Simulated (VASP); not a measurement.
# Ca (P6_3/mmc) in VASP: further runs

One crystal, Ca, is run at these levels: PBE; tasks: single point.

Program: VASP 6.6.1. These are calculated values, not measurements. Logs are shortened: lines on timing, memory, paths and dates and some standing lists are left out, and cuts for length are marked.

## Step 1: The crystal as given

The structure is hexagonal, space group P6_3/mmc (No. 194). Conventional cell: a = 3.980 Å, b = 3.980 Å, c = 6.520 Å, α = 90.00°, β = 90.00°, γ = 120.00°. Ca (site symmetry -6m2) has 12 Ca at 3.98 to 3.99 Å as nearest neighbours.

This isn't the form of Ca at room conditions, which is fcc.

## Step 2: Single point, PBE

Input file INCAR:

```
  PREC = Accurate
  ENCUT = 900
  EDIFF = 1E-8
  ISMEAR = 1
  SIGMA = 0.1
  LREAL = F
  LASPH = T
  NELM = 100
  ALGO = Normal
  ISIF = 2
  LWAVE = F
  LCHARG = F
  GGA = PE
  NBANDS = 17
  ADDGRID = F
```

Input file KPOINTS:

```
regular mesh
0
Gamma
  19 19 10
```

Input file POSCAR:

```
Ca
1.0
    3.9800000000      0.0000000000      0.0000000000
   -1.9900000000      3.4467811071      0.0000000000
    0.0000000000      0.0000000000      6.5200000000
Ca
2
Direct
    0.6666666667      0.3333333333      0.7500000000
    0.3333333333      0.6666666667      0.2500000000
```

Potentials or basis: VASP PAW PBE potentials, release 64 (Ca_sv).

Command:

```console
$ cat potpaw_PBE.64/Ca_sv/POTCAR > POTCAR
$ mpirun -np 1 vasp_std > vasp.out
```

OUTCAR:

```text
PREC = Accurate
   ENCUT = 900
   EDIFF = 1E-8
   ISMEAR = 1
   LREAL = F
   LASPH = T
   NELM = 100
   ISIF = 2
   GGA = PE

 ion  position               nearest neighbor table
   1  0.667  0.333  0.750-
   2  0.333  0.667  0.250-

  LATTYP: Found a hexagonal cell.
 ALAT       =     3.9800000000
 C/A-ratio  =     1.6381909548

  Lattice vectors:

 A1 = (   3.9800000000,   0.0000000000,   0.0000000000)
 A2 = (  -1.9900000000,   3.4467811071,   0.0000000000)
 A3 = (   0.0000000000,   0.0000000000,   6.5200000000)

Analysis of symmetry for initial positions (statically):
=====================================================================
 Subroutine PRICEL returns:
 Original cell was already a primitive cell.

 Routine SETGRP: Setting up the symmetry group for a
 hexagonal supercell.

 Subroutine GETGRP returns: Found 24 space group operations
 (whereof 12 operations were pure point group operations)
 out of a pool of 24 trial point group operations.

The static configuration has the point symmetry D_3d.
 The point group associated with its full space group is D_6h.

Analysis of symmetry for dynamics (positions and initial velocities):
=====================================================================
 Subroutine PRICEL returns:
 Original cell was already a primitive cell.

 Routine SETGRP: Setting up the symmetry group for a
 hexagonal supercell.

 Subroutine GETGRP returns: Found 24 space group operations
 (whereof 12 operations were pure point group operations)
 out of a pool of 24 trial point group operations.

The dynamic configuration has the point symmetry D_3d.
 The point group associated with its full space group is D_6h.

 Subroutine INISYM returns: Found 24 space group operations
 (whereof 12 operations are pure point group operations),
 and found     1 'primitive' translations

----------------------------------------------------------------------------------------

                                     Primitive cell

  volume of cell :      89.4426

  direct lattice vectors                    reciprocal lattice vectors
     3.980000000  0.000000000  0.000000000     0.251256281  0.145062882  0.000000000
    -1.990000000  3.446781107  0.000000000     0.000000000  0.290125763  0.000000000
     0.000000000  0.000000000  6.520000000     0.000000000  0.000000000  0.153374233

  length of vectors
     3.980000000  3.980000000  6.520000000     0.290125763  0.290125763  0.153374233

  position of ions in fractional coordinates (direct lattice)
     0.666666667  0.333333333  0.750000000
     0.333333333  0.666666667  0.250000000

  ion indices of the primitive-cell ions
   primitive index   ion index
                 1           1
                 2           2

----------------------------------------------------------------------------------------

 KPOINTS: regular mesh

Automatic generation of k-mesh.
 Grid dimensions read from file:
 generate k-points for:   19   19   10

 Generating k-lattice:

  Cartesian coordinates                     Fractional coordinates (reciprocal lattice)
     0.013224015  0.007634889  0.000000000     0.052631579 -0.000000000  0.000000000
     0.000000000  0.015269777  0.000000000     0.000000000  0.052631579  0.000000000
     0.000000000  0.000000000  0.015337423     0.000000000  0.000000000  0.100000000

  Length of vectors
     0.015269777  0.015269777  0.015337423

  Shift w.r.t. Gamma in fractional coordinates (k-lattice)
     0.000000000  0.000000000  0.000000000

 Subroutine IBZKPT returns following result:
 ===========================================

 Found    240 irreducible k-points:

 Following reciprocal coordinates:
            Coordinates               Weight
  0.000000  0.000000  0.000000      1.000000
  0.052632 -0.000000  0.000000      6.000000
  0.105263 -0.000000  0.000000      6.000000
  0.157895 -0.000000  0.000000      6.000000
  0.210526 -0.000000  0.000000      6.000000
  0.263158 -0.000000  0.000000      6.000000
[... 16 lines left out ...]
  0.263158  0.105263  0.000000     12.000000
  0.315789  0.105263  0.000000     12.000000
 [... further k-points ...]
   k-points           NKPTS =    240   k-points in BZ     NKDIM =    240   number of bands    NBANDS=     17
   number of dos      NEDOS =    301   number of ions     NIONS =      2
   total plane-waves  NPLWV = 102400
   dimension x,y,z NGX =    40 NGY =   40 NGZ =   64
   dimension x,y,z NGXF=    80 NGYF=   80 NGZF=  128
   ions per type =               2
   NGX,Y,Z   is equivalent  to a cutoff of  16.71, 16.71, 16.32 a.u.
   NGXF,Y,Z  is equivalent  to a cutoff of  33.42, 33.42, 32.64 a.u.
 SYSTEM =  unknown system
   PREC   = accura    normal or accurate (medium, high low for compatibility)
   ISTART =      0    job   : 0-new  1-cont  2-samecut
   ICHARG =      2    charge: 1-file 2-atom 10-const
   ISPIN  =      1    spin polarized calculation?
   LNONCOLLINEAR =      F non collinear calculations
   LSORBIT =      F    spin-orbit coupling
   LASPH  =      T    aspherical Exc in radial PAW
   ENCUT  =  900.0 eV  66.15 Ry    8.13 a.u.   9.74  9.74 15.95*2*pi/ulx,y,z
   NELM   =    100;   NELMIN=  2; NELMDL= -5     # of ELM steps
   EDIFF  = 0.1E-07   stopping-criterion for ELM
   LREAL  =      F    real-space projection
   EDIFFG = 0.1E-06   stopping-criterion for IOM
   NSW    =      0    number of steps for IOM
   IBRION =     -1    ionic relax: 0-MD 1-quasi-New 2-CG
   NFREE  =      0    steps in history (QN), initial steepest desc. (CG)
   ISIF   =      2    stress and relaxation
   ISYM   =      2    0-nonsym 1-usesym 2-fastsym
   POTIM  = 0.5000    time-step for ionic-motion
   TEBEG  =    0.0;   TEEND  =   0.0 temperature during run
   PSTRESS=    0.0 pullay stress
   NELECT =      20.0000    total number of electrons
   NUPDOWN=      -1.0000    fix difference up-down
   EMIN   =  10.00;   EMAX   =-10.00  energy-range for DOS
   EFERMI =   0.00;   METHOD = LEGACY
   ISMEAR =     1;   SIGMA  =   0.10  broadening in eV -4-tet -1-fermi 0-gaus
   EFERMI_NEDOS =   21; number of points for ismear=-14 and -15
   IALGO  =     38    algorithm
   IMIX   =      4    mixing-type and parameters
     AMIX     =   0.40;   BMIX     =  1.00
     AMIX_MAG =   1.60;   BMIX_MAG =  1.00
  volume/ion in A,a.u.               =      44.72       301.79
  Fermi-wavevector in a.u.,A,eV,Ry     =   0.993657  1.877740 13.433783  0.987355
  Thomas-Fermi vector in A             =   2.125555
   LORBIT       =      0    0 simple, 1 ext, 2 COOP (PROOUT), +10 PAW based schemes
   GGA     = PE    functional components
   LHFCALC =     F    Hartree Fock is set to
   AEXX    =    0.0000 exact exchange contribution
   IVDW    =     0    specifies the selected vdW correction
   LEPSILON=     F    determine dielectric tensor
   LRPA    =     F    only Hartree local field effects (RPA)
 non-spin polarized calculation
 Methfessel and Paxton  Order N= 1 SIGMA  =   0.10
  energy-cutoff  :      900.00
  volume of cell :       89.44
 maximum number of plane-waves:      5520
 NGX is ok and might be reduce to    40

 number of electron      20.0000000 magnetization

 Free energy of the ion-electron system (eV)
  ---------------------------------------------------
  ext. energy  EPLUGINS =         0.00000000
  ---------------------------------------------------
  free energy    TOTEN  =        -3.83909538 eV

  energy without entropy =       -3.84017824  energy(sigma->0) =       -3.83945634

 E-fermi :   1.8147     XC(G=0):  -7.5575

 val. band max:        1.8094366145   @ k =   0.2632   0.1053   0.0000
 cond. band min:       1.8201549487   @ k =   0.3158   0.3158   0.5000
 fundamental gap:      0.0107183343
 Fermi energy:         1.8147094686

 k-point     1 :       0.0000    0.0000    0.0000
  band No.  band energies     occupation
      1     -40.4078      2.00000
      2     -40.3977      2.00000
      3     -21.4363      2.00000
      4     -21.3494      2.00000
      5     -21.3494      2.00000
      6     -21.3340      2.00000
[... 9 lines left out ...]
     16       4.2709      0.00000
     17       4.6432      0.00000

 k-point     2 :       0.0526   -0.0000    0.0000
  band No.  band energies     occupation
      1     -40.4075      2.00000
      2     -40.3976      2.00000
      3     -21.4353      2.00000
      4     -21.3517      2.00000
      5     -21.3502      2.00000
      6     -21.3364      2.00000
[... 9 lines left out ...]
     16       4.2996      0.00000
     17       4.5969      0.00000

 k-point     3 :       0.1053   -0.0000    0.0000
  band No.  band energies     occupation
      1     -40.4068      2.00000
      2     -40.3972      2.00000
      3     -21.4324      2.00000
      4     -21.3584      2.00000
      5     -21.3523      2.00000
      6     -21.3433      2.00000
[... 9 lines left out ...]
     16       4.3843      0.00000
     17       4.4762      0.00000

 k-point     4 :       0.1579   -0.0000    0.0000
  band No.  band energies     occupation
      1     -40.4057      2.00000
      2     -40.3967      2.00000
      3     -21.4278      2.00000
      4     -21.3687      2.00000
      5     -21.3554      2.00000
      6     -21.3538      2.00000
[... 9 lines left out ...]
     16       4.3046      0.00000
     17       4.4255      0.00000
[... 343 lines left out ...]
      1     -40.4021      2.00000
      2     -40.3952      2.00000
      3     -21.4122      2.00000
      4     -21.3958      2.00000
      5     -21.3866      2.00000
      6     -21.3639      2.00000
[... 9 lines left out ...]
     16       4.5723      0.00000
     17       4.7729      0.00000

 k-point    23 :       0.2632    0.1053    0.0000
  band No.  band energies     occupation
      1     -40.4005      2.00000
      2     -40.3947      2.00000
      3     -21.4085      2.00000
      4     -21.4047      2.00000
      5     -21.3969      2.00000
      6     -21.3696      2.00000
[... 9 lines left out ...]
     16       4.7436      0.00000
     17       5.0276      0.00000

 k-point    24 :       0.3158    0.1053    0.0000
  band No.  band energies     occupation
      1     -40.3991      2.00000
      2     -40.3943      2.00000
      3     -21.4196      2.00000
      4     -21.4057      2.00000
      5     -21.3971      2.00000
      6     -21.3744      2.00000
[... 9 lines left out ...]
     16       4.9361      0.00000
     17       5.2723      0.00000

 [... further k-points ...]

------------------------ aborting loop because EDIFF is reached ----------------------------------------

  FORCE on cell =-STRESS in cart. coord.  units (eV):
  Direction    XX          YY          ZZ          XY          YZ          ZX
  --------------------------------------------------------------------------------------
  -------------------------------------------------------------------------------------
  Total       -0.5014390     -0.5014390     -0.3684453      0.0000000     -0.0000000      0.0000000
  in kB       -8.9822334     -8.9822334     -6.5999292      0.0000000     -0.0000000      0.0000000
  external PRESSURE =      -8.1881320 kB  Pullay stress =       0.0000000 kB

 VOLUME and BASIS-vectors are now :
 -----------------------------------------------------------------------------
  energy-cutoff  :      900.00
  volume of cell :       89.44
      direct lattice vectors                 reciprocal lattice vectors
     3.980000000  0.000000000  0.000000000     0.251256281  0.145062882  0.000000000
    -1.990000000  3.446781107  0.000000000     0.000000000  0.290125763  0.000000000
     0.000000000  0.000000000  6.520000000     0.000000000  0.000000000  0.153374233

 POSITION                                       TOTAL-FORCE (eV/Angst)
 -----------------------------------------------------------------------------------
      1.99000      1.14893      4.89000         0.000000      0.000000      0.000000
     -0.00000      2.29785      1.63000        -0.000000     -0.000000      0.000000
 -----------------------------------------------------------------------------------
    total drift:                                0.000000     -0.000000      0.000000

  FREE ENERGIE OF THE ION-ELECTRON SYSTEM (eV)
  ---------------------------------------------------
  free  energy   TOTEN  =        -3.8390953833 eV

  energy  without entropy=       -3.8401782406  energy(sigma->0) =       -3.83945634
```

It took 7.8 min on 1 thread of Intel Xeon 6975P-C (Granite Rapids), shared host; peak memory 0.82 GiB.

Results:

| Item | Value |
| --- | --- |
| Free energy | -3.8391 eV |
| Pressure | -0.8 GPa |
| Band gap on the k mesh | none (metal or under the smearing width) |

## Step 3: Single point, PBE

Changes to INCAR since step 2:

```diff
@@ -1,4 +1,4 @@
   PREC = Accurate
-  ENCUT = 900
-  EDIFF = 1E-8
+  ENCUT = 220
+  EDIFF = 1E-6
   ISMEAR = 1
```

Input file KPOINTS:

```
regular mesh
0
Gamma
  4 4 2
```

POSCAR is that of step 2.

Potentials or basis: VASP PAW PBE potentials, release 64 (Ca_sv).

Command:

```console
$ cat potpaw_PBE.64/Ca_sv/POTCAR > POTCAR
$ mpirun -np 1 vasp_std > vasp.out
```

It took 3 s on 1 thread of Intel Xeon 6975P-C (Granite Rapids), shared host; peak memory 0.13 GiB.

The run converged, but a check on its numbers failed (symmetry, net force, bounds or a known fault of this set-up), so they aren't taken as properties of the crystal.

Caveat: the k mesh is coarse (spacing up to 0.48 Å⁻¹), so the values aren't converged; the cutoff lies under the usual one of these potentials, so the numbers hold a large basis-set error.

## Step 4: Single point, PBE

Changes to INCAR since step 3:

```diff
@@ -1,3 +1,3 @@
   PREC = Accurate
-  ENCUT = 220
+  ENCUT = 340
   EDIFF = 1E-6
```

KPOINTS is that of step 3.

POSCAR is that of step 3.

Command:

```console
$ cat potpaw_PBE.64/Ca_sv/POTCAR > POTCAR
$ mpirun -np 1 vasp_std > vasp.out
```

It took 3.7 s on 1 thread of Intel Xeon 6975P-C (Granite Rapids), shared host; peak memory 0.15 GiB.

These settings aren't checked as converged: the numbers below hold their error.

What came out:

- Free energy: -3.8605 eV
- Pressure: -0.9 GPa
- Band gap on the k mesh: none (metal or under the smearing width)

Caveat: the k mesh is coarse (spacing up to 0.48 Å⁻¹), so the values aren't converged.

## Step 5: Single point, PBE

Changes to INCAR since step 4:

```diff
@@ -1,3 +1,3 @@
   PREC = Accurate
-  ENCUT = 340
+  ENCUT = 400
   EDIFF = 1E-6
```

KPOINTS is that of step 4.

POSCAR is that of step 4.

Command:

```console
$ cat potpaw_PBE.64/Ca_sv/POTCAR > POTCAR
$ mpirun -np 1 vasp_std > vasp.out
```

It took 6.1 s on 1 thread of Intel Xeon 6975P-C (Granite Rapids), shared host; peak memory 0.17 GiB.

These settings aren't checked as converged: the numbers below hold their error.

Results:

```
Free energy            : -3.8550 eV
Pressure               : -0.8 GPa
Band gap on the k mesh : none (metal or under the smearing width)
```

Caveat: the k mesh is coarse (spacing up to 0.48 Å⁻¹), so the values aren't converged.

## Step 6: For comparison

An earlier run on the cell as given: functional PBE; potentials or basis VASP PAW PBE potentials, release 64 (Ca_sv); cutoff 520 eV; k mesh 8 × 8 × 4; occupations fermi-dirac, width 0.05 eV; no spin polarisation.

* Pressure: -0.8 GPa
* Band gap on the k mesh: none (metal or under the smearing width)
